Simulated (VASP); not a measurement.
# CdSe in VASP: how settings move the LDA single point

Aim: see what changed inputs do to the LDA single point of CdSe (zincblende).

Code: VASP 6.6.1. PAW datasets, plane waves. Calculated at 0 K for a non-magnetic cell.

## (1) The system as given

The cell comes from an earlier relaxation with r2SCAN in another program.

Space group F-43m (No. 216), cubic; conventional cell a = 6.136 Å, 28.87 Å³ an atom. Cd has 4 Se at 2.66 Å; Se has 4 Cd at 2.66 Å.

The structure in full:

```xyz
2
Lattice="0.0000 3.0678 3.0678 3.0678 0.0000 3.0678 3.0678 3.0678 0.0000" Properties=species:S:1:pos:R:3 pbc="T T T"
Cd    0.0000    0.0000    0.0000
Se    1.5339    1.5339    1.5339
```

## (2) Baseline

INCAR

```
ENCUT = 520.000000
SIGMA = 0.010000
EDIFF = 1.00e-07
GGA = CA
PREC = Accurate
IBRION = -1
ISIF = 2
ISMEAR = 0
NBANDS = 16
NELM = 120
NSW = 0
LASPH = .TRUE.
LCHARG = .TRUE.
LELF = .TRUE.
LWAVE = .FALSE.
LREAL = .FALSE.
```

KPOINTS

```
KPOINTS created by Atomic Simulation Environment
0
Gamma
8 8 8
0 0 0
```

POSCAR

```
Cd Se
 1.0000000000000000
    -0.0000000000000000    3.0677809653893693    3.0677809653893693
     3.0677809653893693    0.0000000000000000    3.0677809653893693
     3.0677809653893693    3.0677809653893693    0.0000000000000000
 Cd  Se
   1   1
Cartesian
  0.0000000000000000  0.0000000000000000  0.0000000000000000
  1.5338904826946846  1.5338904826946846  1.5338904826946846
```

A file KPOINTS_OPT adds named points for the levels; it doesn't enter the self-consistent loop.

Potentials: the recommended LDA PAW datasets, 18 valence electrons.

Run with:

```bash
$ mpirun -np 1 vasp_std
```

The closing lines of the self-consistent loop in OSZICAR:

```text
DAV:  11    -0.673407307667E+01   -0.54104E-05   -0.17404E-05  1160   0.355E-02    0.137E-02
DAV:  12    -0.673407264629E+01    0.43037E-06   -0.10968E-06  1128   0.141E-02    0.566E-03
DAV:  13    -0.673407268789E+01   -0.41597E-07   -0.38799E-07  1096   0.412E-03
   1 F= -.67340727E+01 E0= -.67340727E+01  d E =-.589895E-26
```

Wall time 26 s (1 MPI rank of Intel Xeon Platinum 8488C, shared host); peak memory 0.18 GiB.

Values of the reference: energy (σ→0) -6.7341 eV, pressure -2.79 GPa, gap on the mesh 0.31 eV.

## (3) Try 1

INCAR

```
ENCUT = 520.000000
SIGMA = 0.010000
EDIFF = 1.00e-07
GGA = CA
PREC = Accurate
IBRION = -1
ISIF = 2
ISMEAR = 0
NELM = 120
NSW = 0
LASPH = .TRUE.
LCHARG = .FALSE.
LWAVE = .FALSE.
LREAL = .FALSE.
LDAU = .TRUE.
LDAUTYPE = 2
LDAUL = 2 -1
LDAUU = 6.0 0
LDAUJ = 0 0
LMAXMIX = 4
NBANDS = 21
```

KPOINTS

```
KPOINTS created by Atomic Simulation Environment
0
Gamma
2 2 2
0 0 0
```

POSCAR is that of step 2.

Run with:

```bash
$ mpirun -np 1 vasp_std
```

Standard output, without the iteration lines:

```text
POSCAR found type information on POSCAR CdSe
 POSCAR found :  2 types and       2 ions
 LDA part: xc-table for (Slater(with rela. corr.)+CA(PZ))
 , standard interpolation
 POSCAR, INCAR and KPOINTS ok, starting setup
 FFT: planning ... GRIDC
 FFT: planning ... GRID_SOFT
 FFT: planning ... GRID
 WAVECAR not read
 entering main loop
```

OSZICAR:

```text
N       E                     dE             d eps       ncg     rms          rms(c)
DAV:   1     0.114542054111E+03    0.11454E+03   -0.85435E+03   126   0.750E+02
DAV:   2     0.195082089526E+00   -0.11435E+03   -0.10688E+03   141   0.201E+02
DAV:   3    -0.533678899849E+01   -0.55319E+01   -0.55116E+01   156   0.477E+01
DAV:   4    -0.536490861332E+01   -0.28120E-01   -0.28118E-01   151   0.360E+00
DAV:   5    -0.536504183980E+01   -0.13323E-03   -0.13323E-03   151   0.217E-01    0.991E+00
DAV:   6    -0.483558666533E+01    0.52946E+00   -0.58075E-01   141   0.769E+00    0.756E+00
DAV:   7    -0.480385333357E+01    0.31733E-01   -0.23594E-01   146   0.274E+00    0.293E+00
DAV:   8    -0.480540106807E+01   -0.15477E-02   -0.34519E-02   156   0.155E+00    0.479E-01
DAV:   9    -0.480546630539E+01   -0.65237E-04   -0.25441E-03   151   0.545E-01    0.109E-01
DAV:  10    -0.480545577084E+01    0.10535E-04   -0.19964E-04   151   0.144E-01    0.560E-02
DAV:  11    -0.480548860927E+01   -0.32838E-04   -0.51422E-05   146   0.455E-02    0.255E-02
DAV:  12    -0.480548810278E+01    0.50649E-06   -0.20284E-06   151   0.132E-02    0.137E-02
DAV:  13    -0.480548851578E+01   -0.41300E-06   -0.13277E-06   146   0.670E-03    0.800E-03
DAV:  14    -0.480548844716E+01    0.68611E-07   -0.97062E-08   111   0.210E-03
   1 F= -.48054884E+01 E0= -.48054884E+01  d E =-.142444E-46
```

Parts of OUTCAR:

```text
k-points           NKPTS =      3   k-points in BZ     NKDIM =      3   number of bands    NBANDS=     21

   NELECT =      18.0000    total number of electrons

   dimension x,y,z NGX =    32 NGY =   32 NGZ =   32
   dimension x,y,z NGXF=    64 NGYF=   64 NGZF=   64

  energy-cutoff  :      520.00
  volume of cell :       57.74
      direct lattice vectors                 reciprocal lattice vectors
     0.000000000  3.067780965  3.067780965    -0.162984257  0.162984257  0.162984257
     3.067780965  0.000000000  3.067780965     0.162984257 -0.162984257  0.162984257
     3.067780965  3.067780965  0.000000000     0.162984257  0.162984257 -0.162984257

 k-points in reciprocal lattice and weights: KPOINTS created by Atomic Simulation Env
   0.00000000  0.00000000  0.00000000       0.125
   0.50000000  0.00000000  0.00000000       0.500
   0.50000000  0.50000000  0.00000000       0.375

 E-fermi :   0.8168

 k-point     1 :       0.0000    0.0000    0.0000
  band No.  band energies     occupation
      1     -11.4757      2.00000
      2     -10.0104      2.00000
      3     -10.0104      2.00000
      4     -10.0104      2.00000
      5      -9.7179      2.00000
      6      -9.7179      2.00000
      7       0.7159      2.00000
      8       0.7159      2.00000
      9       0.7159      2.00000
     10       1.0814      0.00000
     11       6.5183      0.00000
     12       6.5183      0.00000
     13       6.5183      0.00000
     14      10.0713      0.00000
     15      11.2721      0.00000
     16      11.2721      0.00000
     17      12.2705      0.00000
     18      12.2705      0.00000
     19      12.2705      0.00000
     20      14.5073      0.00000
     21      23.2672      0.00000

 k-point     2 :       0.5000    0.0000    0.0000
  band No.  band energies     occupation
      1     -11.4934      2.00000
      2      -9.9491      2.00000
      3      -9.9491      2.00000
      4      -9.7111      2.00000
      5      -9.7111      2.00000
      6      -9.1307      2.00000
      7      -3.5030      2.00000
      8       0.0639      2.00000
      9       0.0639      2.00000
     10       2.8954      0.00000
     11       6.8831      0.00000
     12       6.8831      0.00000
     13       7.8105      0.00000
     14      10.3961      0.00000
     15      12.5826      0.00000
     16      12.5826      0.00000
     17      13.3691      0.00000
     18      13.6668      0.00000
     19      13.6668      0.00000
     20      19.3162      0.00000
     21      20.6733      0.00000

[... the tables of k-points 3 to 3 left out ...]

  Total       -0.0574891     -0.0574891     -0.0574891     -0.0000000      0.0000000     -0.0000000
  in kB       -1.5951180     -1.5951180     -1.5951180     -0.0000000      0.0000000     -0.0000000
  external PRESSURE =      -1.5951180 kB  Pullay stress =       0.0000000 kB

 POSITION                                       TOTAL-FORCE (eV/Angst)
 -----------------------------------------------------------------------------------
      0.00000      0.00000      0.00000         0.000000      0.000000      0.000000
      1.53389      1.53389      1.53389        -0.000000     -0.000000     -0.000000
 -----------------------------------------------------------------------------------
    total drift:                               -0.000000     -0.000000      0.000000

  FREE ENERGIE OF THE ION-ELECTRON SYSTEM (eV)
  ---------------------------------------------------
  free  energy   TOTEN  =        -4.8054884472 eV

  energy  without entropy=       -4.8054884472  energy(sigma->0) =       -4.80548845
```

Run time: 5.5 s. Hardware: 1 MPI rank of Intel Xeon Platinum 8488C, shared host; peak memory 0.15 GiB.

Changed: LDAU = .TRUE., LDAUTYPE = 2, LDAUL = 2 -1, LDAUU = 6.0 0, LDAUJ = 0 0, LMAXMIX = 4, NBANDS = 21, mesh 2×2×2. The run ends normally. Its total energy is on another scale than the reference's; the pressure goes from -2.8 to -0.2 GPa, the gap on the mesh goes from 0.31 to 0.37 eV. These settings are too coarse to quote the result as the crystal's.

## (4) Try 2

INCAR

```
ENCUT = 520.000000
SIGMA = 0.010000
EDIFF = 1.00e-07
GGA = CA
IBRION = -1
ISIF = 2
ISMEAR = 0
NBANDS = 16
NSW = 0
LASPH = .TRUE.
LCHARG = .FALSE.
LWAVE = .FALSE.
LREAL = .FALSE.
ISYM = 0
ALGO = All
PREC = Low
NELM = 99
```

KPOINTS

```
KPOINTS created by Atomic Simulation Environment
0
Gamma
4 4 4
0 0 0
```

POSCAR is that of step 2.

Run with:

```bash
$ mpirun -np 1 vasp_std
```

Standard output, without the iteration lines:

```text
POSCAR found type information on POSCAR CdSe
 POSCAR found :  2 types and       2 ions
 LDA part: xc-table for (Slater(with rela. corr.)+CA(PZ))
 , standard interpolation
 POSCAR, INCAR and KPOINTS ok, starting setup
 FFT: planning ... GRIDC
 FFT: planning ... GRID_SOFT
 FFT: planning ... GRID
 WAVECAR not read
 entering main loop
 gam= 0.000 g(H,U,f)=  0.117E+01 0.839E+00 0.271E-18 ort(H,U,f) = 0.000E+00 0.000E+00 0.000E+00
 gam= 0.000 trial= 0.400  step=  0.4385 mean=  0.4000
 gam= 0.103 g(H,U,f)=  0.132E+00 0.754E-01 0.254E-50 ort(H,U,f) =-0.238E+00 0.242E+00 0.639E-50
 gam= 0.103 trial= 0.404  step=  0.6405 mean=  0.4038
 gam= 0.157 g(H,U,f)=  0.270E-01 0.549E-02 0.402E-35 ort(H,U,f) =-0.236E-01 0.224E-01 0.638E-34
 gam= 0.157 trial= 0.428  step=  0.8178 mean=  0.4275
 gam= 0.099 g(H,U,f)=  0.304E-02 0.187E-03 0.669E-37 ort(H,U,f) =-0.147E-02 0.158E-02 0.847E-36
 gam= 0.099 trial= 0.467  step=  0.7306 mean=  0.4665
 gam= 0.114 g(H,U,f)=  0.361E-03 0.617E-05 0.772E-40 ort(H,U,f) =-0.889E-05 0.980E-05-0.276E-38
 gam= 0.114 trial= 0.493  step=  0.6472 mean=  0.4930
 gam= 0.149 g(H,U,f)=  0.472E-04 0.748E-05 0.796E-39 ort(H,U,f) =-0.947E-05 0.941E-05-0.681E-39
 gam= 0.149 trial= 0.508  step=  0.6231 mean=  0.5084
 gam= 0.138 g(H,U,f)=  0.655E-05 0.987E-06 0.103E-39 ort(H,U,f) =-0.200E-05 0.201E-05 0.169E-39
 gam= 0.138 trial= 0.520  step=  0.7960 mean=  0.5199
 gam= 0.135 g(H,U,f)=  0.814E-06 0.206E-06 0.647E-41 ort(H,U,f) =-0.591E-06 0.589E-06 0.265E-40
 gam= 0.135 trial= 0.547  step=  0.9452 mean=  0.5475
 gam= 0.129 g(H,U,f)=  0.111E-06 0.203E-07 0.401E-42 ort(H,U,f) =-0.886E-07 0.887E-07 0.229E-41
 gam= 0.129 trial= 0.587  step=  0.8832 mean=  0.5872
 gam= 0.149 g(H,U,f)=  0.176E-07 0.205E-08 0.717E-44 ort(H,U,f) =-0.644E-08 0.648E-08 0.912E-43
 gam= 0.149 trial= 0.617  step=  0.6926 mean=  0.6168
 final diagonalization occupied
```

OSZICAR:

```text
N       E                     dE             d eps       ncg     rms           ort
DAV:   1     0.108768581940E+03    0.10877E+03   -0.95512E+03   576   0.108E+03
DAV:   2    -0.280030511297E+01   -0.11157E+03   -0.10522E+03   576   0.249E+02
DAV:   3    -0.705679877572E+01   -0.42565E+01   -0.42503E+01   576   0.508E+01
DAV:   4    -0.707565866650E+01   -0.18860E-01   -0.18859E-01   576   0.341E+00
DAV:   5    -0.707577423457E+01   -0.11557E-03   -0.11557E-03   576   0.229E-01
SDA:   6    -0.615947595966E+01    0.91630E+00   -0.11557E-03   576   0.201E+01   0.000E+00
CGA:   7    -0.660032410489E+01   -0.44085E+00   -0.44072E+00   576   0.207E+00   0.456E-02
CGA:   8    -0.666660338247E+01   -0.66279E-01   -0.66440E-01   576   0.325E-01  -0.122E-02
CGA:   9    -0.667983435742E+01   -0.13231E-01   -0.13210E-01   576   0.323E-02   0.108E-03
CGA:  10    -0.668101672529E+01   -0.11824E-02   -0.11822E-02   576   0.367E-03   0.909E-06
CGA:  11    -0.668113560302E+01   -0.11888E-03   -0.11888E-03   576   0.547E-04  -0.611E-07
CGA:  12    -0.668115263428E+01   -0.17031E-04   -0.17031E-04   576   0.753E-05   0.297E-08
CGA:  13    -0.668115563245E+01   -0.29982E-05   -0.29984E-05   576   0.102E-05  -0.199E-08
CGA:  14    -0.668115611438E+01   -0.48193E-06   -0.48192E-06   576   0.132E-06   0.133E-09
CGA:  15    -0.668115617252E+01   -0.58137E-07   -0.58128E-07   576   0.196E-07   0.401E-10
   1 F= -.66811562E+01 E0= -.66811562E+01  d E =-.288204E-38
```

From OUTCAR:

```text
k-points           NKPTS =     36   k-points in BZ     NKDIM =     36   number of bands    NBANDS=     16

   NELECT =      18.0000    total number of electrons

   dimension x,y,z NGX =    24 NGY =   24 NGZ =   24
   dimension x,y,z NGXF=    24 NGYF=   24 NGZF=   24

  energy-cutoff  :      520.00
  volume of cell :       57.74
      direct lattice vectors                 reciprocal lattice vectors
     0.000000000  3.067780965  3.067780965    -0.162984257  0.162984257  0.162984257
     3.067780965  0.000000000  3.067780965     0.162984257 -0.162984257  0.162984257
     3.067780965  3.067780965  0.000000000     0.162984257  0.162984257 -0.162984257

 k-points in reciprocal lattice and weights: KPOINTS created by Atomic Simulation Env
   0.00000000  0.00000000  0.00000000       0.016
   0.25000000  0.00000000  0.00000000       0.031
   0.00000000  0.25000000  0.00000000       0.031
   0.00000000  0.00000000  0.25000000       0.031
   0.25000000  0.25000000  0.25000000       0.031
   0.50000000  0.00000000  0.00000000       0.016
   0.00000000  0.50000000  0.00000000       0.016
   0.00000000  0.00000000  0.50000000       0.016
[... 28 more k-points ...]

 E-fermi :   0.7224

 k-point     1 :       0.0000    0.0000    0.0000
  band No.  band energies     occupation
      1     -11.8645      2.00000
      2      -7.2640      2.00000
      3      -7.2640      2.00000
      4      -7.2640      2.00000
      5      -6.9149      2.00000
      6      -6.9149      2.00000
      7       0.6327      2.00000
      8       0.6327      2.00000
      9       0.6328      2.00000
     10       0.9201      0.00000
     11       6.4005      0.00000
     12       6.4005      0.00000
     13       6.4005      0.00000
     14       9.9938      0.00000
     15      11.6410      0.00000
     16      11.6410      0.00000

 k-point     2 :       0.2500    0.0000    0.0000
  band No.  band energies     occupation
      1     -11.6868      2.00000
      2      -7.2127      2.00000
      3      -7.2127      2.00000
      4      -7.0644      2.00000
      5      -6.9131      2.00000
      6      -6.9131      2.00000
      7      -2.0624      2.00000
      8       0.2406      2.00000
      9       0.2406      2.00000
     10       2.6755      0.00000
     11       6.3613      0.00000
     12       6.9106      0.00000
     13       6.9106      0.00000
     14      10.4289      0.00000
     15      10.5657      0.00000
     16      10.5657      0.00000

 k-point     3 :       0.0000    0.2500    0.0000
  band No.  band energies     occupation
      1     -11.6868      2.00000
      2      -7.2127      2.00000
      3      -7.2127      2.00000
      4      -7.0644      2.00000
      5      -6.9131      2.00000
      6      -6.9131      2.00000
      7      -2.0624      2.00000
      8       0.2406      2.00000
      9       0.2406      2.00000
     10       2.6755      0.00000
     11       6.3613      0.00000
     12       6.9106      0.00000
     13       6.9106      0.00000
     14      10.4289      0.00000
     15      10.5657      0.00000
     16      10.5657      0.00000

[... the tables of k-points 4 to 36 left out ...]

  Total       -0.9318358     -0.9318349     -0.9318361     -0.0005840     -0.0005821     -0.0005841
  in kB      -25.8551415    -25.8551173    -25.8551502     -0.0162043     -0.0161504     -0.0162074
  external PRESSURE =     -25.8551363 kB  Pullay stress =       0.0000000 kB

 POSITION                                       TOTAL-FORCE (eV/Angst)
 -----------------------------------------------------------------------------------
      0.00000      0.00000      0.00000        -0.000004      0.000002      0.000003
      1.53389      1.53389      1.53389         0.000004     -0.000002     -0.000003
 -----------------------------------------------------------------------------------
    total drift:                               -0.000179     -0.000178     -0.000182

  FREE ENERGIE OF THE ION-ELECTRON SYSTEM (eV)
  ---------------------------------------------------
  free  energy   TOTEN  =        -6.6811561725 eV

  energy  without entropy=       -6.6811561725  energy(sigma->0) =       -6.68115617
```

Wall time 13 s (1 MPI rank of Intel Xeon Platinum 8488C, shared host); peak memory 0.16 GiB.

Changed: ISYM = 0, ALGO = All, PREC = Low, NELM = 99, mesh 4×4×4. The run ends normally. Against the reference the energy moves by +26.5 meV/atom; the gap on the mesh goes from 0.31 to 0.29 eV. These settings are too coarse to quote the result as the crystal's.

## (5) Side by side

| run | changed | ending | energy change (meV/atom) | pressure (GPa) | gap on the mesh (eV; negative: overlap) | electronic steps | time | usable |
| --- | --- | --- | --- | --- | --- | --- | --- | --- |
| ref. | – | converged | 0 | -2.8 | 0.31 | 13 | 26 s | yes |
| 1 | LDAU = .TRUE., LDAUTYPE = 2, LDAUL = 2 -1, LDAUU = 6.0 0, LDAUJ = 0 0, LMAXMIX = 4, NBANDS = 21, mesh 2×2×2 | converged | – | -0.2 | 0.37 | 14 | 5.5 s | no |
| 2 | ISYM = 0, ALGO = All, PREC = Low, NELM = 99, mesh 4×4×4 | converged | 26.5 | -2.6 | 0.29 | 15 | 13 s | no |

Of 2 altered inputs, 2 ended normally on a faulty or unsound input.
